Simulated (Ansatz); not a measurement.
An Ansatz input:

```yaml
crystal:
  lattice:
    - [-5.0566852355, 4.7112560691, 1.3819293977]
    - [4.7112560691, -5.0566852355, 1.3819293977]
    - [3.4789107145, 3.4789107145, -2.0145835485]
  atoms:
    - { symbol: Se, position: [0.0874639238, 0.9125360762, 0.0] }
    - { symbol: Se, position: [0.6625360762, 0.3374639238, 0.5] }
hamiltonian:
  xc: blyp
  pseudopotentials:
    kind: paw
    azcp:
      Se: "pseudopotentials/Se.paw.azcp"
basis:
  ecutwfc: 420
  fft_grid_basis: typed
kpoints:
  mp_grid: { grid: [14, 14, 8], shift: [0, 0, 0] }
magnetization:
  spin_polarized: false
scf:
  occupations: { method: fermi_dirac, width: 0.1 }
  lower_state_search: "off"
output:
  stress: true
  write_density: true
  write_potential: true
  elf: true
  volumetric_format: npy
```

Terminal output

```
Engine: ansatz 0.2.0, x86_64-unknown-linux-gnu
Pseudopotentials: kind: paw
Pseudopotential: Se, paw, valence charge 16, recommended cutoff 420 eV (normal) 
Functional definition: BLYP
  parameter beta = 0.0042
  parameter a = 0.04918
  parameter b = 0.132
  parameter c = 0.2533
  parameter d = 0.349
  exchange = b88_x(beta = beta)
  correlation = lyp_c(a = a, b = b, c = c, d = d)
Crystal: 2 atoms, lattice volume = 87.123 Å³
Basis set: ecut = 420 eV, 1689 PW (Γ), exchange–correlation on 96×96×72 points (8 copies of the dense FFT grid, shifted against one another)
Bands: 20, of which v1, the nominal top of the filled ones, is band 16 counted from 1 (15 counted from 0)
Symmetry: 4 space group operations
Space group: C2/c (ITA 15), of the structure as read, at distance tolerance 4.4e-5 Å
k-points: 429 of 1568
Non-local potential: Se, projectors of the file, l = 0: 2, l = 1: 2, l = 2: 3, l = 3: 1
PAW form: soft (Blöchl's): semilocal exchange-correlation on the pseudo side does not see the compensation charge
PAW frozen core: Se, regenerated for the run's functional, and the local potential with it (the file was generated under x = pbe(κ = 0.804, μ = 0.2195149727645171), c = pbe(β = 0.06672455060314922))
PAW one-centre angular grid: Se, 590 points (default); XC on 64 Gauss nodes
Initial density: superposition of atomic densities (neutral atoms: chi_scale 0, normalization atom), corrected by the library's trained network
Initial wavefunctions: pseudopotential atomic-orbital guess
Functional: x = b88, c = lyp
SCF iter   1: F=—  HF=-10959.899345 eV  |F-HF|=—  |Δ(HF+E_count)|=         —  Δρ=4.56e-3  dr2=1.50e-2  ethr=1.77e-3  ⟨swp⟩=5.5  Hψ=40236  notcnv=0
SCF iter   2: F=—  HF=-10959.895812 eV  |F-HF|=—  |Δ(HF+E_count)|=   3.53e-3  Δρ=1.03e-3  dr2=7.54e-4  ethr=4.68e-5  ⟨swp⟩=2.3  Hψ=16433  notcnv=0
SCF iter   3: F=—  HF=-10959.895651 eV  |F-HF|=—  |Δ(HF+E_count)|=   1.61e-4  Δρ=1.72e-4  dr2=3.11e-5  ethr=2.36e-6  ⟨swp⟩=2.0  Hψ=16985  notcnv=0
SCF iter   4: F=—  HF=-10959.895612 eV  |F-HF|=—  |Δ(HF+E_count)|=   3.85e-5  Δρ=4.21e-5  dr2=1.02e-6  ethr=9.71e-8  ⟨swp⟩=2.0  Hψ=15486  notcnv=0
iter 5 did not close the SCF: its close was put off for the readings that it lacked (scf_convergence_deferred on its scf_iter line)
SCF iter   5: F=-10959.895630 eV  HF=-10959.895630 eV  |F-HF|=7.57e-8  |Δ(HF+E_count)|=   1.75e-5  Δρ=7.59e-6  dr2=4.01e-8  ethr=3.18e-9  ⟨swp⟩=2.2  Hψ=11374  notcnv=0
SCF iter   6: F=-10959.895630 eV  HF=-10959.895630 eV  |F-HF|=3.74e-9  |Δ(HF+E_count)|=   9.94e-8  Δρ=1.67e-6  dr2=2.57e-9  ethr=1.25e-10  ⟨swp⟩=6.6  Hψ=54009  notcnv=0
SCF 1 converged in 6 iterations: F = -10959.895630 eV  dr2 = 2.57e-9
WARN: The output density's exchange-correlation potential varies sharply where the density is thin. Do not read a vacuum level from v_tot or v_xc, or from such a field of the output density. On a cell that repeats whose density bears no net charge and no dipole along the vacuum's axis use v_es (v_loc + v_h of the components); under efield.dipole_correction with no amplitude use v_es + v_field, which holds any external_charges[].barrier, or the levels of the report's work_function block, which leave it out; under a non-zero efield.amplitude the vacuum is tilted and has no level; on a cell that repeats and bears such a dipole with no correction it is tilted too, and efield.dipole_correction with no amplitude gives each side of its ramp a level where efield: is served; in a cell that repeats whose density bears a net charge (total_charge, or a fill off its count) it is curved and has none; of a slab under crystal.periodic whose density bears no net charge use v_es, which has a level on each side, short of where the two are joined; of another it falls or rises all the way out and has none; of a slab beside external_charges read slab_vacuum_level instead, which it has where they leave it neutral. The grid or the basis barely resolves most such structure, and the values can differ between equally converged runs; as a rule a tighter scf.convergence.dr2_threshold does not remove it. Where the density itself ripples (under the LDA too) a higher basis.ecutwfc lessens it. The files hold the spikes' plane waves up to the density's cutoff. Files: v_tot_of_output_density and the like, and their columns of v_z.tsv (output.write_potential); v_xc_of_output_density and the like, and their columns of v_comp_z.tsv (output.write_potential_components). Measured: with its Gaussian average of σ = 0.25 Å subtracted twice, the exchange-correlation potential is over 0.1 eV at 6870 of the grid points where the equally averaged density (valence and model cores) is under 1e-3 e/Å³, and 5.95 eV at the most among them, at an averaged density of 6.1e-4 e/Å³. The input density's (outcome.potential() and, of a run that writes arrays, v_tot and v_xc) is over 0.1 eV, so measured, at 6866 points of its own thin density, 5.94 eV at the most. See output.write_potential in the manual, Limitations
SCF converged after 6 iterations
Free energy (F): -10959.895630 eV
Harris-Foulkes:  -10959.895630 eV  (|F-HF|=3.74e-9)
Internal energy: -10959.873567 eV  (E = F + TS)
E sigma→0 (E₀):  -10959.884598 eV
Entropy (-TS):   -0.022063 eV (-11.032 meV/atom)
Fermi energy:    2.994629 eV
--- Per-component energies (eV) ---
  E_band       = -950.852126
  E_kinetic    = 236.820251
  E_local      = -8020.292478  (includes V_loc(G=0)·N_el)
  E_nonlocal   = -1194.750711
  E_hartree    = 3891.374582
  E_xc         = -205.464580
  E_vxc        = -190.969810  (∫ρ·V_xc dr)
  E_paw        = -3849.418783  (= ΣΔE_a)
  E_vpaw       = 435.591779  (= ΣTr[D̂ρ^β])
  E_aug_tail   = -0.001187  (compensation charges beyond the density's cutoff)
  E_ewald      = -1818.663372
  E_core_change = 0.522710  (= ΣΔE_core)
  E_smearing   = -0.022063  (= −TS)
  E_closure    = -0.000000  (closes the sum)
  Σ components = -10959.895630   (vs F -10959.895630, Δ=0.00e0)
--- Stress (GPa, compression-positive) ---
        3.772652       2.781589       0.239779
        2.781589       3.772652       0.239779
        0.239779       0.239779       5.039879
  P = ⅓ Tr σ = 4.1951 GPa (41.951 kbar)
--- Band table (eV; the first three rows and the last of 429) ---
  k-point 0: bands = ["-45.5301", "-45.4942", "-45.4796", "-45.4706", "-45.3938", "-45.3610", "-45.2949", "-45.2919", "-45.2855", "-45.2786", "-13.0668", "-8.9696", "-3.5111", "-0.3794", "0.7652", "4.5310", "4.7115", "6.7049", "7.3009", "11.1401"]
  k-point 1: bands = ["-45.5289", "-45.4934", "-45.4830", "-45.4715", "-45.3912", "-45.3617", "-45.2947", "-45.2920", "-45.2851", "-45.2786", "-12.9681", "-9.2615", "-3.3251", "0.0043", "0.5311", "4.5842", "4.6250", "7.1271", "7.1569", "10.2020"]
  k-point 2: bands = ["-45.5254", "-45.4913", "-45.4909", "-45.4742", "-45.3851", "-45.3636", "-45.2943", "-45.2922", "-45.2840", "-45.2790", "-12.6744", "-9.9572", "-2.8830", "-0.0741", "1.0639", "4.5174", "4.8522", "6.7729", "7.8340", "8.9112"]
  k-point 428: bands = ["-45.5114", "-45.5114", "-45.4826", "-45.4826", "-45.3718", "-45.3718", "-45.2932", "-45.2932", "-45.2809", "-45.2809", "-11.5486", "-11.5486", "-1.6355", "-1.6355", "3.9517", "3.9517", "5.7145", "5.7145", "8.2736", "8.2736"]
```
